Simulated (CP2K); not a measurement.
# YN under changes of volume

One of the cells (14.500 Å³/atom); the others are scaled copies at fixed shape and fractional positions:

```
Y N
1.0
     3.44856    0.00000    0.00000
     1.72428    2.98654    0.00000
     1.72428    0.99551    2.81574
Y N
1 1
Direct
  0.00000 0.00000 0.00000
  0.50000 0.50000 0.50000
```

| Item | Value |
| --- | --- |
| Program | CP2K 2026.2 |
| Functional | PBE |
| Potentials or basis | POTENTIAL_UZH Y GTH-PBE-q11, N GTH-PBE-q5; TZVP-MOLOPT-PBE-GTH basis |
| Density cutoff | 6123 eV |
| k mesh | 9 × 9 × 9 |
| Occupations | fermi-dirac, width 0.05 eV |
| Spin | no spin polarisation |

```tsv
volume (Å³/atom)	energy over the lowest point (meV/atom)	pressure (GPa)	gap on the mesh (eV)
13.630	55.75	16.0	0.10
13.920	?	?	?
14.210	13.80	7.4	0.18
14.500	3.73	3.7	0.22
14.790	0.00	0.4	0.25
15.080	2.00	-2.6	0.28
15.370	9.16	-5.3	0.31
```

Q: What does the run at 13.920 Å³/atom give?

A: Energy over the lowest point 30.89 meV/atom; pressure 11.5 GPa; gap on the mesh 0.14 eV.

Worked out: A Birch-Murnaghan fit of order 3 (a polynomial in V^(-2/3)) to the other rows has its minimum at 14.83 Å³/atom with B0 = V·E''(V) = 159 GPa and B' = 4.2. It gives 30.88 meV/atom at 13.920 Å³/atom, against the run's 30.89, and -dE/dV = 11.5 GPa, against 11.5. A straight line through the other rows of the gap, of slope 1.74 eV per unit of ln V, gives 0.14 eV, against the run's 0.14.

Energies are extrapolated to zero smearing.

Caveats: an odd mesh through Γ misses points on the zone boundary, where band edges often lie; the basis of atomic orbitals isn't converged, which shifts pressures, moduli and gaps. Spin-orbit coupling on Y is left out.
